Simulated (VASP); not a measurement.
# In (Fd-3m) in VASP: notebook

Runs on In. Level: BLYP. Tasks: single point.

All numbers are computed with VASP 6.6.1; they aren't measurements. Logs are shortened: lines on timing, memory, paths and dates and some standing lists are left out, and cuts for length are marked.

## Step 1: The structure

Symmetry: Fd-3m, No. 227, cubic system. The conventional cell has a = 7.087 Å, b = 7.087 Å, c = 7.087 Å, α = 90.00°, β = 90.00°, γ = 90.00°. In (site symmetry -43m) is surrounded by 4 In at 3.07 Å.

This isn't the form of In at room conditions, which is tetragonal.

## Step 2: Single point, BLYP

INCAR reads:

```
SYSTEM = In
PREC = Accurate
ENCUT = 520
EDIFF = 1E-6
ISMEAR = -1
SIGMA = 0.1
LREAL = .False.
LASPH = .True.
NELM = 80
ALGO = Normal
ISIF = 2
LWAVE = .False.
LCHARG = .False.
GGA = B5
ALDAX = 1.0
AGGAX = 1.0
AGGAC = 1.0
ALDAC = 0.0
NBANDS = 20
```

KPOINTS reads:

```
regular mesh
0
Gamma
  9 9 9
  0 0 0
```

POSCAR reads:

```
In
1.0
    0.0000000000      3.5435440533      3.5435440533
    3.5435440533      0.0000000000      3.5435440533
    3.5435440533      3.5435440533      0.0000000000
In
2
Direct
    0.1250000000      0.1250000000      0.1250000000
    0.8750000000      0.8750000000      0.8750000000
```

Potentials or basis: VASP PAW PBE potentials, release 64 (In_d).

Run with:

```bash
cat potpaw_PBE.64/In_d/POTCAR > POTCAR
mpirun -np 1 vasp_std > vasp.out
```

OUTCAR:

```text
SYSTEM = In
   PREC = Accurate
   ENCUT = 520
   EDIFF = 1E-6
   ISMEAR = -1
   LREAL = .False.
   LASPH = .True.
   NELM = 80
   ISIF = 2
   GGA = B5

 ion  position               nearest neighbor table
   1  0.125  0.125  0.125-   2 3.07   2 3.07   2 3.07   2 3.07
   2  0.875  0.875  0.875-   1 3.07   1 3.07   1 3.07   1 3.07

  LATTYP: Found a face centered cubic cell.
 ALAT       =     7.0870881066

  Lattice vectors:

 A1 = (   0.0000000000,   3.5435440533,   3.5435440533)
 A2 = (   3.5435440533,   0.0000000000,   3.5435440533)
 A3 = (   3.5435440533,   3.5435440533,   0.0000000000)

Analysis of symmetry for initial positions (statically):
=====================================================================
 Subroutine PRICEL returns:
 Original cell was already a primitive cell.

 Routine SETGRP: Setting up the symmetry group for a
 face centered cubic supercell.

 Subroutine GETGRP returns: Found 48 space group operations
 (whereof 12 operations were pure point group operations)
 out of a pool of 48 trial point group operations.

The static configuration has the point symmetry D_3d.
 The point group associated with its full space group is O_h .

Analysis of symmetry for dynamics (positions and initial velocities):
=====================================================================
 Subroutine PRICEL returns:
 Original cell was already a primitive cell.

 Routine SETGRP: Setting up the symmetry group for a
 face centered cubic supercell.

 Subroutine GETGRP returns: Found 48 space group operations
 (whereof 12 operations were pure point group operations)
 out of a pool of 48 trial point group operations.

The dynamic configuration has the point symmetry D_3d.
 The point group associated with its full space group is O_h .

 Subroutine INISYM returns: Found 48 space group operations
 (whereof 12 operations are pure point group operations),
 and found     1 'primitive' translations

----------------------------------------------------------------------------------------

                                     Primitive cell

  volume of cell :      88.9905

  direct lattice vectors                    reciprocal lattice vectors
     0.000000000  3.543544053  3.543544053    -0.141101675  0.141101675  0.141101675
     3.543544053  0.000000000  3.543544053     0.141101675 -0.141101675  0.141101675
     3.543544053  3.543544053  0.000000000     0.141101675  0.141101675 -0.141101675

  length of vectors
     5.011328059  5.011328059  5.011328059     0.244395269  0.244395269  0.244395269

  position of ions in fractional coordinates (direct lattice)
     0.125000000  0.125000000  0.125000000
     0.875000000  0.875000000  0.875000000

  ion indices of the primitive-cell ions
   primitive index   ion index
                 1           1
                 2           2

----------------------------------------------------------------------------------------

 KPOINTS: regular mesh

Automatic generation of k-mesh.
 Grid dimensions read from file:
 generate k-points for:    9    9    9

 Generating k-lattice:

  Cartesian coordinates                     Fractional coordinates (reciprocal lattice)
    -0.015677964  0.015677964  0.015677964     0.111111111  0.000000000  0.000000000
     0.015677964 -0.015677964  0.015677964     0.000000000  0.111111111  0.000000000
     0.015677964  0.015677964 -0.015677964     0.000000000  0.000000000  0.111111111

  Length of vectors
     0.027155030  0.027155030  0.027155030

  Shift w.r.t. Gamma in fractional coordinates (k-lattice)
     0.000000000  0.000000000  0.000000000

 Subroutine IBZKPT returns following result:
 ===========================================

 Found     35 irreducible k-points:

 Following reciprocal coordinates:
            Coordinates               Weight
  0.000000  0.000000  0.000000      1.000000
  0.111111  0.000000  0.000000      8.000000
  0.222222  0.000000  0.000000      8.000000
  0.333333  0.000000  0.000000      8.000000
  0.444444  0.000000  0.000000      8.000000
  0.111111  0.111111  0.000000      6.000000
[... 16 lines left out ...]
 -0.333333  0.333333  0.000000     12.000000
  0.444444  0.444444  0.000000      6.000000
 [... further k-points ...]
   k-points           NKPTS =     35   k-points in BZ     NKDIM =     35   number of bands    NBANDS=     20
   number of dos      NEDOS =    301   number of ions     NIONS =      2
   total plane-waves  NPLWV =  64000
   dimension x,y,z NGX =    40 NGY =   40 NGZ =   40
   dimension x,y,z NGXF=    80 NGYF=   80 NGZF=   80
   ions per type =               2
   NGX,Y,Z   is equivalent  to a cutoff of  13.27, 13.27, 13.27 a.u.
   NGXF,Y,Z  is equivalent  to a cutoff of  26.54, 26.54, 26.54 a.u.
 SYSTEM =  In
   PREC   = accura    normal or accurate (medium, high low for compatibility)
   ISTART =      0    job   : 0-new  1-cont  2-samecut
   ICHARG =      2    charge: 1-file 2-atom 10-const
   ISPIN  =      1    spin polarized calculation?
   LNONCOLLINEAR =      F non collinear calculations
   LSORBIT =      F    spin-orbit coupling
   LASPH  =      T    aspherical Exc in radial PAW
   ENCUT  =  520.0 eV  38.22 Ry    6.18 a.u.   9.32  9.32  9.32*2*pi/ulx,y,z
   NELM   =     80;   NELMIN=  2; NELMDL= -5     # of ELM steps
   EDIFF  = 0.1E-05   stopping-criterion for ELM
   LREAL  =      F    real-space projection
   EDIFFG = 0.1E-04   stopping-criterion for IOM
   NSW    =      0    number of steps for IOM
   IBRION =     -1    ionic relax: 0-MD 1-quasi-New 2-CG
   NFREE  =      0    steps in history (QN), initial steepest desc. (CG)
   ISIF   =      2    stress and relaxation
   ISYM   =      2    0-nonsym 1-usesym 2-fastsym
   POTIM  = 0.5000    time-step for ionic-motion
   TEBEG  =    0.0;   TEEND  =   0.0 temperature during run
   PSTRESS=    0.0 pullay stress
   NELECT =      26.0000    total number of electrons
   NUPDOWN=      -1.0000    fix difference up-down
   EMIN   =  10.00;   EMAX   =-10.00  energy-range for DOS
   EFERMI =   0.00;   METHOD = LEGACY
   ISMEAR =    -1;   SIGMA  =   0.10  broadening in eV -4-tet -1-fermi 0-gaus
   EFERMI_NEDOS =   21; number of points for ismear=-14 and -15
   IALGO  =     38    algorithm
   IMIX   =      4    mixing-type and parameters
     AMIX     =   0.40;   BMIX     =  1.00
     AMIX_MAG =   1.60;   BMIX_MAG =  1.00
  volume/ion in A,a.u.               =      44.50       300.27
  Fermi-wavevector in a.u.,A,eV,Ry     =   1.086304  2.052817 16.055647  1.180057
  Thomas-Fermi vector in A             =   2.222438
   LORBIT       =      0    0 simple, 1 ext, 2 COOP (PROOUT), +10 PAW based schemes
   GGA     = B5    functional components
   LHFCALC =     F    Hartree Fock is set to
   AEXX    =    0.0000 exact exchange contribution
   IVDW    =     0    specifies the selected vdW correction
   LEPSILON=     F    determine dielectric tensor
   LRPA    =     F    only Hartree local field effects (RPA)
 non-spin polarized calculation
  energy-cutoff  :      520.00
  volume of cell :       88.99
 maximum number of plane-waves:      2421
 NGX is ok and might be reduce to    40
   NGX = 19   NGY = 19   NGZ = 19

 number of electron      26.0000011 magnetization

 Free energy of the ion-electron system (eV)
  ---------------------------------------------------
  ext. energy  EPLUGINS =         0.00000000
  ---------------------------------------------------
  free energy    TOTEN  =        -3.48853357 eV

  energy without entropy =       -3.41841575  energy(sigma->0) =       -3.45347466

 E-fermi :   3.0107     XC(G=0):  -7.1071

 val. band max:        2.9989226572   @ k =  -0.3333   0.1111   0.0000
 cond. band min:       3.0241893331   @ k =   0.3333   0.3333   0.0000
 fundamental gap:      0.0252666759
 Fermi energy:         3.0106979002

 k-point     1 :       0.0000    0.0000    0.0000
  band No.  band energies     occupation
      1     -11.5314      2.00000
      2     -11.5314      2.00000
      3     -11.5314      2.00000
      4     -11.4847      2.00000
      5     -11.4847      2.00000
      6     -11.2198      2.00000
[... 12 lines left out ...]
     19       8.8052      0.00000
     20      11.5981      0.00000

 k-point     2 :       0.1111    0.0000    0.0000
  band No.  band energies     occupation
      1     -11.5397      2.00000
      2     -11.5397      2.00000
      3     -11.5292      2.00000
      4     -11.4731      2.00000
      5     -11.4731      2.00000
      6     -11.2324      2.00000
[... 12 lines left out ...]
     19       9.3388      0.00000
     20      10.8727      0.00000

 k-point     3 :       0.2222    0.0000    0.0000
  band No.  band energies     occupation
      1     -11.5516      2.00000
      2     -11.5516      2.00000
      3     -11.5233      2.00000
      4     -11.4536      2.00000
      5     -11.4536      2.00000
      6     -11.2486      2.00000
[... 12 lines left out ...]
     19       9.9839      0.00000
     20      10.5895      0.00000

 k-point     4 :       0.3333    0.0000    0.0000
  band No.  band energies     occupation
      1     -11.5589      2.00000
      2     -11.5589      2.00000
      3     -11.5165      2.00000
      4     -11.4392      2.00000
      5     -11.4392      2.00000
      6     -11.2589      2.00000
[... 12 lines left out ...]
     19       9.8378      0.00000
     20      10.9947      0.00000

 k-point     5 :       0.4444    0.0000    0.0000
  band No.  band energies     occupation
      1     -11.5618      2.00000
      2     -11.5618      2.00000
      3     -11.5120      2.00000
      4     -11.4330      2.00000
      5     -11.4330      2.00000
      6     -11.2626      2.00000
[... 12 lines left out ...]
     19      11.0104      0.00000
     20      11.8982      0.00000
[... 353 lines left out ...]
      6     -11.3337      2.00000
[... 12 lines left out ...]
     19      11.6630      0.00000
     20      12.5757      0.00000

 k-point    22 :      -0.4444    0.3333    0.0000
  band No.  band energies     occupation
      1     -11.5918      2.00000
      2     -11.5739      2.00000
      3     -11.4717      2.00000
      4     -11.3951      2.00000
      5     -11.3697      2.00000
      6     -11.3371      2.00000
[... 12 lines left out ...]
     19      11.0182      0.00000
     20      12.0663      0.00000

 k-point    23 :      -0.3333    0.3333    0.0000
  band No.  band energies     occupation
      1     -11.5959      2.00000
      2     -11.5753      2.00000
      3     -11.4647      2.00000
      4     -11.3755      2.00000
      5     -11.3667      2.00000
      6     -11.3524      2.00000
[... 12 lines left out ...]
     19       9.9037      0.00000
     20      11.0668      0.00000

 k-point    24 :       0.4444    0.4444    0.0000
  band No.  band energies     occupation
      1     -11.5729      2.00000
      2     -11.5729      2.00000
      3     -11.4909      2.00000
      4     -11.4403      2.00000
      5     -11.3657      2.00000
      6     -11.3165      2.00000
[... 12 lines left out ...]
     19      11.6483      0.00000
     20      12.8786      0.00000

 [... further k-points ...]
[... 5 lines left out ...]
  --------------------------------------------------------------------------------------
  -------------------------------------------------------------------------------------
  Total       -0.3000715     -0.3000715     -0.3000715     -0.0000000     -0.0000000      0.0000000
  in kB       -5.4024635     -5.4024635     -5.4024635     -0.0000000     -0.0000000      0.0000000
  external PRESSURE =      -5.4024635 kB  Pullay stress =       0.0000000 kB

 VOLUME and BASIS-vectors are now :
 -----------------------------------------------------------------------------
  energy-cutoff  :      520.00
  volume of cell :       88.99
      direct lattice vectors                 reciprocal lattice vectors
     0.000000000  3.543544053  3.543544053    -0.141101675  0.141101675  0.141101675
     3.543544053  0.000000000  3.543544053     0.141101675 -0.141101675  0.141101675
     3.543544053  3.543544053  0.000000000     0.141101675  0.141101675 -0.141101675

 POSITION                                       TOTAL-FORCE (eV/Angst)
 -----------------------------------------------------------------------------------
      0.88589      0.88589      0.88589         0.000000      0.000000      0.000000
      6.20120      6.20120      6.20120        -0.000000     -0.000000     -0.000000
 -----------------------------------------------------------------------------------
    total drift:                                0.000000      0.000000     -0.000000

  FREE ENERGIE OF THE ION-ELECTRON SYSTEM (eV)
  ---------------------------------------------------
  free  energy   TOTEN  =        -3.4885335700 eV

  energy  without entropy=       -3.4184157455  energy(sigma->0) =       -3.45347466
```

Run time: 36 s. Hardware: 1 thread of Intel Xeon 6975P-C (Granite Rapids), shared host; peak memory 0.24 GiB.

Results:

- Free energy: -3.4885 eV
- Pressure: -0.5 GPa
- Band gap on the k mesh: none (metal or under the smearing width)

Caveat: the PAW data sets were made with another functional, which shifts forces and pressure a little.

## Step 3: Single point, BLYP

This run uses another cell than the first one, of 46.21 Å³/atom, 1.038 times its volume.

INCAR reads:

```
  AGGAC = 1.0
  AGGAX = 1.0
  ALDAC = 0.0
  ALDAX = 1.0
  ALGO = Normal
  EDIFF = 1E-6
  ENCUT = 520
  GGA = B5
  ISIF = 2
  ISMEAR = -1
  LASPH = T
  LCHARG = F
  LREAL = F
  LWAVE = F
  NBANDS = 20
  NELM = 60
  PREC = Accurate
  SIGMA = 0.1
```

KPOINTS reads:

```
k-points
0
Gamma
  9 9 9
```

POSCAR reads:

```
In
1.0
    0.0000000000      3.5884038035      3.5884038035
    3.5884038035      0.0000000000      3.5884038035
    3.5884038035      3.5884038035      0.0000000000
In
2
Direct
    0.1250000000      0.1250000000      0.1250000000
    0.8750000000      0.8750000000      0.8750000000
```

Potentials or basis: VASP PAW PBE potentials, release 64 (In_d).

Run with:

```bash
cat potpaw_PBE.64/In_d/POTCAR > POTCAR
mpirun -np 1 vasp_std > vasp.out
```

Run time: 41 s. Hardware: 1 thread of Intel Xeon 6975P-C (Granite Rapids), shared host; peak memory 0.25 GiB.

Results (log left out):

```
Free energy            : -3.4737 eV
Pressure               : -0.9 GPa
Band gap on the k mesh : none (metal or under the smearing width)
```

Levels at points of the mesh, in eV from the Fermi level:
```
           k point  band 11  band 12  band 13  band 14  band 15  band 16
(0.00, 0.00, 0.00)    -7.17     0.23     1.77     1.77     1.77     3.40
```

Caveat: the PAW data sets were made with another functional, which shifts forces and pressure a little.
